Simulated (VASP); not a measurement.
# Zn in VASP: a series of runs, part 2 of 2

VASP 6.6.1.

## Step 3: Single point, LDA

This run uses another cell than the first one, of 27.94 Å³/atom, 0.862 times its volume.

Contents of INCAR:

```
SYSTEM = Zn
PREC = Accurate
ENCUT = 520
EDIFF = 1E-6
ISMEAR = 0
SIGMA = 0.2
LREAL = .False.
LASPH = .True.
NELM = 100
ALGO = Fast
ISIF = 2
LWAVE = .False.
LCHARG = .False.
LDIPOL = .True.
IDIPOL = 3
DIPOL = 0.5 0.5 0.500
NBANDS = 25
```

Contents of KPOINTS:

```
regular mesh
0
Gamma
  7 7 1
  0 0 0
```

Contents of POSCAR:

```
Zn
1.0
    2.7786128662      0.0000000000      0.0000000000
    1.3893064331      2.4063493294      0.0000000000
    0.0000000000      0.0000000000     12.5374558100
Zn
3
Direct
    0.0000000000      0.0000000000      0.3190439959
    0.3333333333      0.3333333333      0.5000000000
    0.6666666667      0.6666666667      0.6809560041
```

Potentials or basis: VASP PAW LDA potentials, release 64 (Zn).

On the command line:

```sh
$ cat potpaw_LDA.64/Zn/POTCAR > POTCAR
$ mpirun -np 1 vasp_std > vasp.out
```

OUTCAR:

```text
SYSTEM = Zn
   PREC = Accurate
   ENCUT = 520
   EDIFF = 1E-6
   ISMEAR = 0
   LREAL = .False.
   LASPH = .True.
   NELM = 100
   ISIF = 2

 ion  position               nearest neighbor table
   1  0.000  0.000  0.319-   2 2.78   2 2.78   2 2.78
   2  0.333  0.333  0.500-   3 2.78   3 2.78   1 2.78   1 2.78   1 2.78   3 2.78
   3  0.667  0.667  0.681-   2 2.78   2 2.78   2 2.78

  LATTYP: Found a hexagonal cell.
 ALAT       =     2.7786128662
 C/A-ratio  =     4.5121276024

  Lattice vectors:

 A1 = (  -1.3893064331,  -2.4063493294,   0.0000000000)
 A2 = (   2.7786128662,   0.0000000000,   0.0000000000)
 A3 = (   0.0000000000,   0.0000000000,  12.5374558100)

Analysis of symmetry for initial positions (statically):
=====================================================================
 Subroutine PRICEL returns:
 Original cell was already a primitive cell.

 Routine SETGRP: Setting up the symmetry group for a
 hexagonal supercell.

 Subroutine GETGRP returns: Found 12 space group operations
 (whereof  6 operations were pure point group operations)
 out of a pool of 24 trial point group operations.

The static configuration has the point symmetry C_3v.
 The point group associated with its full space group is D_3d.

Analysis of symmetry for dynamics (positions and initial velocities):
=====================================================================
 Subroutine PRICEL returns:
 Original cell was already a primitive cell.

 Routine SETGRP: Setting up the symmetry group for a
 hexagonal supercell.

 Subroutine GETGRP returns: Found 12 space group operations
 (whereof  6 operations were pure point group operations)
 out of a pool of 24 trial point group operations.

The dynamic configuration has the point symmetry C_3v.
 The point group associated with its full space group is D_3d.

 Subroutine INISYM returns: Found 12 space group operations
 (whereof  6 operations are pure point group operations),
 and found     1 'primitive' translations

[... 103 lines left out ...]
   LORBIT       =      0    0 simple, 1 ext, 2 COOP (PROOUT), +10 PAW based schemes
   GGA     = CA    functional components
   LHFCALC =     F    Hartree Fock is set to
   AEXX    =    0.0000 exact exchange contribution
   IVDW    =     0    specifies the selected vdW correction
   LEPSILON=     F    determine dielectric tensor
   LRPA    =     F    only Hartree local field effects (RPA)
 non-spin polarized calculation
 RMM-DIIS sequential band-by-band and
 Gauss-broadening in eV      SIGMA  =   0.20
  energy-cutoff  :      520.00
  volume of cell :       83.83
 maximum number of plane-waves:      2279
 NGX is ok and might be reduce to    24
   NGX = 11   NGY = 11   NGZ = 47

 number of electron      35.9999993 magnetization

 dipolmoment           0.000000      0.000000      0.000000 electrons x Angstroem

 Free energy of the ion-electron system (eV)
  ---------------------------------------------------
  ext. energy  EPLUGINS =         0.00000000
  ---------------------------------------------------
  free energy    TOTEN  =        -4.78024783 eV

  energy without entropy =       -4.77018171  energy(sigma->0) =       -4.77521477

 E-fermi :  -0.8629     XC(G=0):  -7.7381

 val. band max:       -1.0147184196   @ k =   0.4286   0.0000   0.0000
 cond. band min:      -0.2071009536   @ k =  -0.4286   0.1429   0.0000
 fundamental gap:      0.8076174661
 Fermi energy:        -0.8629032251

 k-point     1 :       0.0000    0.0000    0.0000
  band No.  band energies     occupation
      1     -10.2022      2.00000
      2      -8.8079      2.00000
      3      -8.7878      2.00000
      4      -8.1770      2.00000
      5      -8.1770      2.00000
      6      -8.1183      2.00000
[... 213 lines left out ...]
     24       5.4085      0.00000
     25       5.7278      0.00000

------------------------ aborting loop because EDIFF is reached ----------------------------------------

 vacuum level on the upper side and lower side of the slab       (xc-potential included)        -0.966        -0.966

  FORCE on cell =-STRESS in cart. coord.  units (eV):
  Direction    XX          YY          ZZ          XY          YZ          ZX
  --------------------------------------------------------------------------------------
  -------------------------------------------------------------------------------------
  Total       -4.7286774     -4.7286774     -0.5706440      0.0000000     -0.0000000      0.0000000
  in kB      -90.3762130    -90.3762130    -10.9063567      0.0000000     -0.0000000      0.0000000
  external PRESSURE =     -63.8862609 kB  Pullay stress =       0.0000000 kB

 VOLUME and BASIS-vectors are now :
 -----------------------------------------------------------------------------
  energy-cutoff  :      520.00
  volume of cell :       83.83
      direct lattice vectors                 reciprocal lattice vectors
     2.778612866  0.000000000  0.000000000     0.359891805 -0.207783631  0.000000000
     1.389306433  2.406349329  0.000000000     0.000000000  0.415567261  0.000000000
     0.000000000  0.000000000 12.537455810     0.000000000  0.000000000  0.079760999

 POSITION                                       TOTAL-FORCE (eV/Angst)
 -----------------------------------------------------------------------------------
      0.00000      0.00000      4.00000        -0.000000      0.000000      0.132563
      1.38931      0.80212      6.26873         0.000000     -0.000000      0.000000
      2.77861      1.60423      8.53746        -0.000000      0.000000     -0.132563
 -----------------------------------------------------------------------------------
    total drift:                               -0.000000     -0.000000     -0.000000

  FREE ENERGIE OF THE ION-ELECTRON SYSTEM (eV)
  ---------------------------------------------------
  free  energy   TOTEN  =        -4.7802478339 eV

  energy  without entropy=       -4.7701817062  energy(sigma->0) =       -4.77521477

 vacuum level on the upper side and lower side of the slab         3.063         3.063
```

Run time: 7.8 s. Hardware: 1 thread of Intel Xeon 6975P-C (Granite Rapids), shared host; peak memory 0.17 GiB.

Results:

```yaml
Free_energy: -4.7802 eV
Largest_force: 0.133 eV/Å
Band_gap_on_the_k_mesh: none (metal or under the smearing width)
```

Forces in eV/Å, atoms in the order of the input:
```
Zn   0.000  0.000  0.133
Zn   0.000  0.000  0.000
Zn   0.000  0.000 -0.133
```

Caveat: the k mesh is coarse (spacing up to 0.37 Å⁻¹), so the values aren't converged.
